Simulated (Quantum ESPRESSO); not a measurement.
ZrB2 in Quantum ESPRESSO: the effect of target pressure

ZrB2:

```xyz
3
Lattice="3.1700 0.0000 0.0000 -1.5850 2.7453 0.0000 0.0000 0.0000 3.5330" Properties=species:S:1:pos:R:3 pbc="T T T"
Zr    0.0000    0.0000    0.0000
B     1.5850    0.9151    1.7665
B     0.0000    1.8302    1.7665
```

Alike in all runs:

| Property | Result |
| --- | --- |
| Program | Quantum ESPRESSO 7.5 |
| Task | relaxation of cell and atoms |
| Functional | PBEsol |
| Potentials or basis | SSSP 1.3 efficiency PBE |
| Cutoff | 857 eV |
| Density cutoff | 6884 eV |
| k mesh | 10 × 10 × 8 |
| Occupations | fermi-dirac, width 0.05 eV |
| Spin | no spin polarisation |

Each run relaxes the cell or the atoms first.

```tsv
target pressure	relaxed volume (Å³/atom)
0 GPa	10.06
2 GPa	9.98
5 GPa	9.87
10 GPa	9.70
20 GPa	?
30 GPa	9.12
```

Question: What does the run with target pressure 20 GPa give?

Answer: Relaxed volume 9.39 Å³/atom.

Worked out: In Murnaghan's law V^(-B') rises as a straight line in P. The other rows fit best with B' = 3.4, V0 = 10.06 Å³/atom and B0 = 258 GPa, which gives 9.39 Å³/atom at 20 GPa, against the run's 9.39.

Caveats: the potentials were made for another functional, which shifts forces and pressure.
